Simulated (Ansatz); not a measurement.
Runs of Ansatz 0.2.0 on GaSb. The structure is cubic, space group F-43m (No. 216). The conventional cell has a = 6.118 Å, b = 6.118 Å, c = 6.118 Å, α = 90.00°, β = 90.00°, γ = 90.00°. Sb (site symmetry -43m) is surrounded by 4 Ga at 2.65 Å. Ga (site symmetry -43m) has 4 Sb at 2.65 Å as nearest neighbours. 

```tsv
task	level	potentials or basis	spin	cell	k mesh	cutoff (eV)	gap on the mesh (eV)	pressure (GPa)	relaxed volume (Å³/atom)
relaxation of cell and atoms	PBEsol	all-electron LAPW, scalar-relativistic	off	relaxed	8 × 8 × 8	-	-	0.0	28.52
relaxation of cell and atoms	RPBE+D3(BJ)	all-electron LAPW, scalar-relativistic	off	relaxed	8 × 8 × 8	-	0.73	0.0	25.67
band structure	RPBE	all-electron LAPW, scalar-relativistic	off	as given	8 × 8 × 8	278	0.14	(b)	-
relaxation of cell and atoms	revPBE	all-electron LAPW, scalar-relativistic	off	relaxed	8 × 8 × 8	-	-	0.0	30.74
band structure	LDA	all-electron LAPW, relativistic spinors	SOC, no magnetisation	as given	6 × 6 × 6	279	-	-1.6	-
relaxation of cell and atoms	PBEsol+D3(BJ)	all-electron LAPW, scalar-relativistic	off	relaxed	8 × 8 × 8	-	-	0.0	(a)
```

Alike in all rows: smearing fermi-dirac 0.05 eV; basis error allowed 0.001 eV/atom.

Question: Estimate the missing entries.

Answer: (a) 27.56; (b) 3.9.

Caveats: spin-orbit coupling is left out, which moves the levels of the heavy elements (some runs); the volume moved by -10 % from the deposited cell, more than functionals usually miss (some runs); the k mesh is thin for a metal, which can move the energy by tens of meV per atom (some runs); this crystal is a semiconductor, whose small gap the functional closes, so the metal is an error of the method (some runs).

A k mesh can miss the band edges, and rows without SOC leave out spin-orbit coupling on Ga, Sb.

Runs at the PBE level aren't shown here.
